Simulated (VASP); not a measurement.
Ru: relaxation of cell and atoms with PBE+D3(BJ)

The system is Ru.

```
CELL_PARAMETERS angstrom
2.70783 0.00000 0.00000
-1.35391 2.34505 0.00000
0.00000 0.00000 4.26810
ATOMIC_POSITIONS crystal
Ru 0.33333 0.66667 0.25000
Ru 0.66667 0.33333 0.75000
```

```json
{
  "Program": "VASP 6.6.1",
  "Task": "relaxation of cell and atoms",
  "Functional": "PBE",
  "Dispersion": "D3(BJ)",
  "Potentials or basis": "VASP PAW PBE potentials, release 64 (Ru_pv)",
  "Cutoff": "600 eV",
  "k mesh": "18 × 18 × 10",
  "Occupations": "gaussian, width 0.1 eV",
  "Spin": "no spin polarisation",
  "Further INCAR settings": "ALGO = Normal; EDIFF = 1e-07; IBRION = 2; EDIFFG = -0.005; NSW = 90; ISIF = 3"
}
```

```
Relaxed volume                         : 13.44 Å³/atom
Relaxed cell                           : a = 2.697 Å, b = 2.697 Å, c = 4.265 Å, α = 90.00°, β = 90.00°, γ = 120.00°
Space group after relaxing (to 0.05 Å) : P6_3/mmc (No. 194)
Energy gained by relaxing              : 1.1 meV/atom
Ionic steps                            : 6
Pressure after relaxing                : 0.0 GPa
Band gap on the k mesh                 : none (metal or under the smearing width)
Dispersion energy per atom             : -0.631 eV
```

Step by step:
| step | energy change (eV) | largest force (eV/Å) | pressure (GPa) | volume (Å³) |
| --- | --- | --- | --- | --- |
| 1 | 0.0000 | 0.0000 | -2.72 | 27.10 |
| 2 | 0.0159 | 0.0000 | 8.92 | 26.21 |
| 3 | -0.0021 | 0.0000 | 0.07 | 26.87 |
| 4 | -0.0021 | 0.0000 | 0.13 | 26.87 |
| 5 | -0.0022 | 0.0000 | -0.02 | 26.88 |
| 6 | -0.0022 | 0.0000 | 0.04 | 26.87 |

Final structure:
```
CELL_PARAMETERS angstrom
2.69716 0.00000 0.00000
-1.34858 2.33581 0.00000
0.00000 0.00000 4.26541
ATOMIC_POSITIONS crystal
Ru 0.33333 0.66667 0.25000
Ru 0.66667 0.33333 0.75000
```

Levels at points of the mesh, in eV from the Fermi level:
```tsv
k point	band 11	band 12	band 13	band 14	band 15	band 16	band 17	band 18
(0.00, 0.00, 0.00)	-2.44	-1.93	-1.93	-1.41	-1.41	1.21	1.21	1.32
(0.50, 0.00, 0.00)	-2.09	-1.80	-1.53	1.46	1.88	1.96	4.13	6.21
(0.00, 0.00, 0.50)	-2.80	-2.80	-2.73	-2.73	0.56	0.56	0.56	0.56
(0.50, 0.00, 0.50)	-1.07	-1.07	0.46	0.46	1.72	1.72	3.44	3.44
```

Run time: 2.4 min on 1 thread of Intel(R) Xeon(R) 6975P-C (Granite Rapids) (shared host), peak memory 0.26 GiB.

Caveat: pairwise dispersion overbinds metals, which lowers pressure and volume.
